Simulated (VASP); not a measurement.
# Li (P6_3/mmc) in VASP: notebook

Aim: see how the results for Li move with the level of theory and the settings. Levels: r2SCAN, rSCAN. Tasks: relaxation of cell and atoms.

Everything below comes from runs of VASP 6.6.1. Logs are shortened: lines on timing, memory, paths and dates and some standing lists are left out, and cuts for length are marked.

### Step 1. The crystal as given

The structure is hexagonal, space group P6_3/mmc (No. 194). Conventional cell: a = 3.111 Å, b = 3.111 Å, c = 5.093 Å, α = 90.00°, β = 90.00°, γ = 120.00°. Around Li (site symmetry -6m2) lie 12 Li at 3.11 to 3.12 Å.

This isn't the form of Li at room conditions, which is bcc.

### Step 2. Relaxation of cell and atoms, r2SCAN

INCAR reads:

```
PREC = Accurate
ENCUT = 600
EDIFF = 1E-7
ISMEAR = 1
SIGMA = 0.1
LREAL = F
LASPH = T
NELM = 60
ALGO = Normal
ISIF = 3
LWAVE = F
LCHARG = F
METAGGA = R2SCAN
LMIXTAU = T
IBRION = 2
NSW = 60
EDIFFG = -0.01
```

KPOINTS reads:

```
Automatic mesh
0
Gamma
  10 10 5
```

POSCAR reads:

```
Li
1.0
    3.1110000000      0.0000000000      0.0000000000
   -1.5555000000      2.6942050312      0.0000000000
    0.0000000000      0.0000000000      5.0930000000
Li
2
Direct
    0.6666666667      0.3333333333      0.7500000000
    0.3333333333      0.6666666667      0.2500000000
```

Potentials or basis: VASP PAW PBE potentials, release 64 (Li_sv).

Launch:

```
$ cat potpaw_PBE.64/Li_sv/POTCAR > POTCAR
$ mpirun -np 1 vasp_std > vasp.out
```

OUTCAR:

```text
PREC = Accurate
   ENCUT = 600
   EDIFF = 1E-7
   ISMEAR = 1
   LREAL = F
   LASPH = T
   NELM = 60
   ISIF = 3
   METAGGA = R2SCAN
   IBRION = 2
   NSW = 60
   EDIFFG = -0.01

 ion  position               nearest neighbor table
   1  0.667  0.333  0.750-
   2  0.333  0.667  0.250-

  LATTYP: Found a hexagonal cell.
 ALAT       =     3.1110000000
 C/A-ratio  =     1.6370941819

  Lattice vectors:

 A1 = (   3.1110000000,   0.0000000000,   0.0000000000)
 A2 = (  -1.5555000000,   2.6942050312,   0.0000000000)
 A3 = (   0.0000000000,   0.0000000000,   5.0930000000)

Analysis of symmetry for initial positions (statically):
=====================================================================
 Subroutine PRICEL returns:
 Original cell was already a primitive cell.

 Routine SETGRP: Setting up the symmetry group for a
 hexagonal supercell.

 Subroutine GETGRP returns: Found 24 space group operations
 (whereof 12 operations were pure point group operations)
 out of a pool of 24 trial point group operations.

The static configuration has the point symmetry D_3d.
 The point group associated with its full space group is D_6h.

Analysis of symmetry for dynamics (positions and initial velocities):
=====================================================================
 Subroutine PRICEL returns:
 Original cell was already a primitive cell.

 Routine SETGRP: Setting up the symmetry group for a
 hexagonal supercell.

 Subroutine GETGRP returns: Found 24 space group operations
 (whereof 12 operations were pure point group operations)
 out of a pool of 24 trial point group operations.

The dynamic configuration has the point symmetry D_3d.
 The point group associated with its full space group is D_6h.

 Subroutine INISYM returns: Found 24 space group operations
 (whereof 12 operations are pure point group operations),
 and found     1 'primitive' translations

----------------------------------------------------------------------------------------

                                     Primitive cell

  volume of cell :      42.6879

  direct lattice vectors                    reciprocal lattice vectors
     3.111000000  0.000000000  0.000000000     0.321440051  0.185583500  0.000000000
    -1.555500000  2.694205031  0.000000000     0.000000000  0.371167000  0.000000000
     0.000000000  0.000000000  5.093000000     0.000000000  0.000000000  0.196347929

  length of vectors
     3.111000000  3.111000000  5.093000000     0.371167000  0.371167000  0.196347929

  position of ions in fractional coordinates (direct lattice)
     0.666666667  0.333333333  0.750000000
     0.333333333  0.666666667  0.250000000

  ion indices of the primitive-cell ions
   primitive index   ion index
                 1           1
                 2           2

----------------------------------------------------------------------------------------

 KPOINTS: Automatic mesh

Automatic generation of k-mesh.
 Grid dimensions read from file:
 generate k-points for:   10   10    5

 Generating k-lattice:

  Cartesian coordinates                     Fractional coordinates (reciprocal lattice)
     0.032144005  0.018558350  0.000000000     0.100000000 -0.000000000  0.000000000
     0.000000000  0.037116700  0.000000000     0.000000000  0.100000000  0.000000000
     0.000000000  0.000000000  0.039269586     0.000000000  0.000000000  0.200000000

  Length of vectors
     0.037116700  0.037116700  0.039269586

  Shift w.r.t. Gamma in fractional coordinates (k-lattice)
     0.000000000  0.000000000  0.000000000

 Subroutine IBZKPT returns following result:
 ===========================================

 Found     42 irreducible k-points:

 Following reciprocal coordinates:
            Coordinates               Weight
  0.000000  0.000000  0.000000      1.000000
  0.100000  0.000000  0.000000      6.000000
  0.200000  0.000000  0.000000      6.000000
  0.300000  0.000000  0.000000      6.000000
  0.400000 -0.000000  0.000000      6.000000
  0.500000  0.000000  0.000000      3.000000
[... 16 lines left out ...]
  0.300000  0.100000  0.200000     24.000000
  0.400000  0.100000  0.200000     24.000000
 [... further k-points ...]
   k-points           NKPTS =     42   k-points in BZ     NKDIM =     42   number of bands    NBANDS=      7
   number of dos      NEDOS =    301   number of ions     NIONS =      2
   total plane-waves  NPLWV =  32928
   dimension x,y,z NGX =    28 NGY =   28 NGZ =   42
   dimension x,y,z NGXF=    56 NGYF=   56 NGZF=   84
   ions per type =               2
   NGX,Y,Z   is equivalent  to a cutoff of  14.96, 14.96, 13.71 a.u.
   NGXF,Y,Z  is equivalent  to a cutoff of  29.93, 29.93, 27.42 a.u.
 SYSTEM =  unknown system
   PREC   = accura    normal or accurate (medium, high low for compatibility)
   ISTART =      0    job   : 0-new  1-cont  2-samecut
   ICHARG =      2    charge: 1-file 2-atom 10-const
   ISPIN  =      1    spin polarized calculation?
   LNONCOLLINEAR =      F non collinear calculations
   LSORBIT =      F    spin-orbit coupling
   LASPH  =      T    aspherical Exc in radial PAW
   ENCUT  =  600.0 eV  44.10 Ry    6.64 a.u.   6.21  6.21 10.17*2*pi/ulx,y,z
   NELM   =     60;   NELMIN=  2; NELMDL= -5     # of ELM steps
   EDIFF  = 0.1E-06   stopping-criterion for ELM
   LREAL  =      F    real-space projection
   EDIFFG = -.1E-01   stopping-criterion for IOM
   NSW    =     60    number of steps for IOM
   IBRION =      2    ionic relax: 0-MD 1-quasi-New 2-CG
   NFREE  =      1    steps in history (QN), initial steepest desc. (CG)
   ISIF   =      3    stress and relaxation
   ISYM   =      2    0-nonsym 1-usesym 2-fastsym
   POTIM  = 0.5000    time-step for ionic-motion
   TEBEG  =    0.0;   TEEND  =   0.0 temperature during run
   PSTRESS=    0.0 pullay stress
   NELECT =       6.0000    total number of electrons
   NUPDOWN=      -1.0000    fix difference up-down
   EMIN   =  10.00;   EMAX   =-10.00  energy-range for DOS
   EFERMI =   0.00;   METHOD = LEGACY
   ISMEAR =     1;   SIGMA  =   0.10  broadening in eV -4-tet -1-fermi 0-gaus
   EFERMI_NEDOS =   21; number of points for ismear=-14 and -15
   IALGO  =     38    algorithm
   IMIX   =      4    mixing-type and parameters
     AMIX     =   0.40;   BMIX     =  1.00
     AMIX_MAG =   1.60;   BMIX_MAG =  1.00
  volume/ion in A,a.u.               =      21.34       144.04
  Fermi-wavevector in a.u.,A,eV,Ry     =   0.851185  1.608506  9.857630  0.724515
  Thomas-Fermi vector in A             =   1.967278
   LORBIT       =      0    0 simple, 1 ext, 2 COOP (PROOUT), +10 PAW based schemes
   METAGGA = R2SCAN    functional components
   LHFCALC =     F    Hartree Fock is set to
   AEXX    =    0.0000 exact exchange contribution
   IVDW    =     0    specifies the selected vdW correction
   LEPSILON=     F    determine dielectric tensor
   LRPA    =     F    only Hartree local field effects (RPA)
 conjugate gradient relaxation of ions
 non-spin polarized calculation
 Methfessel and Paxton  Order N= 1 SIGMA  =   0.10
  energy-cutoff  :      600.00
  volume of cell :       42.69
 maximum number of plane-waves:      1448
 NGX is ok and might be reduce to    28
   NGX = 13   NGY = 13   NGZ = 21

--------------------------------------- Ionic step        1  -------------------------------------------

 number of electron       6.0000000 magnetization

 Free energy of the ion-electron system (eV)
  ---------------------------------------------------
  ext. energy  EPLUGINS =         0.00000000
  ---------------------------------------------------
  free energy    TOTEN  =        -4.76914902 eV

  energy without entropy =       -4.77038015  energy(sigma->0) =       -4.76955940

------------------------ aborting loop because EDIFF is reached ----------------------------------------

  FORCE on cell =-STRESS in cart. coord.  units (eV):
  Direction    XX          YY          ZZ          XY          YZ          ZX
  --------------------------------------------------------------------------------------
  -------------------------------------------------------------------------------------
  Total       -0.1051949     -0.1051949     -0.1028808      0.0000000     -0.0000000      0.0000000
  in kB       -3.9482154     -3.9482154     -3.8613613      0.0000000     -0.0000000      0.0000000
  external PRESSURE =      -3.9192640 kB  Pullay stress =       0.0000000 kB
[... 129 lines left out ...]
  energy  without entropy=       -4.7698072747  energy(sigma->0) =       -4.76904839

--------------------------------------- Ionic step        5  -------------------------------------------

 number of electron       5.9999994 magnetization

 Free energy of the ion-electron system (eV)
  ---------------------------------------------------
  ext. energy  EPLUGINS =         0.00000000
  ---------------------------------------------------
  free energy    TOTEN  =        -4.76993487 eV

  energy without entropy =       -4.77110569  energy(sigma->0) =       -4.77032514

 E-fermi :   0.6370     XC(G=0):  -7.4563

 val. band max:        0.6203410346   @ k =   0.2000   0.2000   0.4000
 cond. band min:       0.7274654697   @ k =   0.5000   0.0000   0.2000
 fundamental gap:      0.1071244351
 Fermi energy:         0.6370253883

 k-point     1 :       0.0000    0.0000    0.0000
  band No.  band energies     occupation
      1     -47.4043      2.00000
      2     -47.3849      2.00000
      3      -3.2337      2.00000
      4       0.6197      1.28787
      5       3.7880      0.00000
      6      14.5329      0.00000
      7      14.5329      0.00000
[... 221 lines left out ...]
 k-point    24 :       0.4000    0.1000    0.2000
  band No.  band energies     occupation
      1     -47.3844      2.00000
      2     -47.3793      2.00000
      3       0.4912      2.05893
      4       2.2227     -0.00000
      5       4.7333      0.00000
      6       6.2802      0.00000
      7       8.1150      0.00000

 [... further k-points ...]
[... 5 lines left out ...]
  --------------------------------------------------------------------------------------
  -------------------------------------------------------------------------------------
  Total       -0.0009557     -0.0009557     -0.0041841      0.0000000      0.0000000      0.0000000
  in kB       -0.0379630     -0.0379630     -0.1662118      0.0000000      0.0000000      0.0000000
  external PRESSURE =      -0.0807126 kB  Pullay stress =       0.0000000 kB
[... 17 lines left out ...]
  FREE ENERGIE OF THE ION-ELECTRON SYSTEM (eV)
  ---------------------------------------------------
  free  energy   TOTEN  =        -4.7699348671 eV

  energy  without entropy=       -4.7711056916  energy(sigma->0) =       -4.77032514

 reached required accuracy - stopping structural energy minimisation
```

It took 7.2 min on 1 thread of Intel Xeon Platinum 8259CL at 2.50GHz (Skylake/Cascade Lake), shared host; peak memory 0.17 GiB.

Results:

```yaml
Free_energy: -4.7699 eV
Relaxed_volume: 20.17 Å³/atom
Relaxed_cell: a = 3.052 Å, b = 3.052 Å, c = 4.999 Å, α = 90.00°, β = 90.00°, γ = 120.00°
Space_group_after_relaxing_to_0.05_Å: P6_3/mmc (No. 194)
Energy_gained_by_relaxing: 0.4 meV/atom
Ionic_steps: 5
Pressure_after_relaxing: 0.0 GPa
Band_gap_on_the_k_mesh: none (metal or under the smearing width)
```

Step by step:
| step | energy change (eV) | largest force (eV/Å) | pressure (GPa) | volume (Å³) |
| --- | --- | --- | --- | --- |
| 1 | 0.0000 | 0.0000 | -0.39 | 42.69 |
| 2 | -0.0006 | 0.0000 | -0.39 | 42.37 |
| 3 | -0.0016 | 0.0000 | -0.27 | 41.41 |
| 4 | 0.0005 | 0.0000 | 0.21 | 39.54 |
| 5 | -0.0008 | 0.0000 | -0.01 | 40.33 |

Final structure:
```
CELL_PARAMETERS angstrom
3.05226 0.00000 0.00000
-1.52613 2.64334 0.00000
0.00000 0.00000 4.99896
ATOMIC_POSITIONS crystal
Li 0.66667 0.33333 0.75000
Li 0.33333 0.66667 0.25000
```

Levels at points of the mesh, in eV from the Fermi level:
| k point | band 1 | band 2 | band 3 | band 4 | band 5 | band 6 | band 7 |
| --- | --- | --- | --- | --- | --- | --- | --- |
| (0.00, 0.00, 0.00) | -48.04 | -48.02 | -3.87 | -0.02 | 3.15 | 13.90 | 13.90 |
| (0.50, 0.00, 0.00) | -48.02 | -48.02 | -0.07 | 1.15 | 5.13 | 6.27 | 6.84 |

Caveat: the cutoff is under 1.25 times the usual one of these potentials, so pressure, stress and relaxed cells hold a basis-set (Pulay) error; the PAW data sets were made with another functional, which shifts forces and pressure a little.

(Part 1 of 2 ends here.)
